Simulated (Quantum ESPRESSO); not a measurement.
The system is Sc.

```
Sc
1.0
     0.00000    2.26000    2.26000
     2.26000    0.00000    2.26000
     2.26000    2.26000    0.00000
Sc
1
Cartesian
  0.0000 0.0000 0.0000
```

This isn't the form of Sc at room conditions, which is hcp.

| Quantity | Value |
| --- | --- |
| Program | Quantum ESPRESSO 7.5 |
| Task | single point |
| Functional | PBE |
| Potentials or basis | SSSP 1.3 efficiency PBE |
| Cutoff | 816 eV |
| Density cutoff | 3265 eV |
| k mesh | 10 × 10 × 10 |
| Occupations | fermi-dirac, width 0.05 eV |
| Spin | no spin polarisation |

On this cell: pressure 3.9 GPa; band gap on the k mesh none (metal or under the smearing width).

The same run follows on a disturbed copy (cell strained at random at fixed volume):

```
CELL_PARAMETERS angstrom
-0.01168 2.25030 2.29529
2.24844 -0.02351 2.30712
2.21212 2.22582 0.01281
ATOMIC_POSITIONS crystal
Sc 0.99182 0.00078 0.99550
```

What does the disturbed cell give?

The energy (extrapolated to zero smearing) moves by +2.5 meV/atom; pressure 3.9 GPa; band gap on the k mesh none (metal or under the smearing width).

Stress tensor (GPa, compression positive):
```
 4.14  0.90 -0.42
 0.90  4.01 -0.01
-0.42 -0.01  3.48
```
